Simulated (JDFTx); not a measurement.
Au under changes of volume

One of the cells (18.207 Å³/atom); the others are scaled copies at fixed shape and fractional positions:

```
Au
1.0
    -1.65727    1.65727    1.65727
     1.65727   -1.65727    1.65727
     1.65727    1.65727   -1.65727
Au
1
Cartesian
  0.0000 0.0000 0.0000
```

This isn't the form of Au at room conditions, which is fcc.

| Property | Result |
| --- | --- |
| Program | JDFTx 1.7.0 (patched build) |
| Functional | PBE |
| Potentials or basis | PseudoDojo-SR-PBE-0.5-standard |
| Cutoff | 1034 eV |
| Density cutoff | 4136 eV |
| k mesh | 11 × 11 × 11 |
| Occupations | fermi-dirac, width 0.05 eV |
| Spin | no spin polarisation |

```csv
volume (Å³/atom),energy over the lowest point (meV/atom),pressure (GPa)
17.115,21.62,8.2
17.479,7.18,4.6
17.843,0.30,1.5
18.207,0.00,-1.2
18.571,5.47,-3.6
18.935,16.03,-5.7
19.299,?,?
```

**Question.** What does the run at 19.299 Å³/atom give?

**Answer.** Energy over the lowest point 31.08 meV/atom; pressure -7.6 GPa.

Worked out: A Birch-Murnaghan fit of order 3 (a polynomial in V^(-2/3)) to the other rows has its minimum at 18.04 Å³/atom with B0 = V·E''(V) = 134 GPa and B' = 5.6. It gives 31.00 meV/atom at 19.299 Å³/atom, against the run's 31.08, and -dE/dV = -7.5 GPa, against -7.6.

Energies are extrapolated to zero smearing.
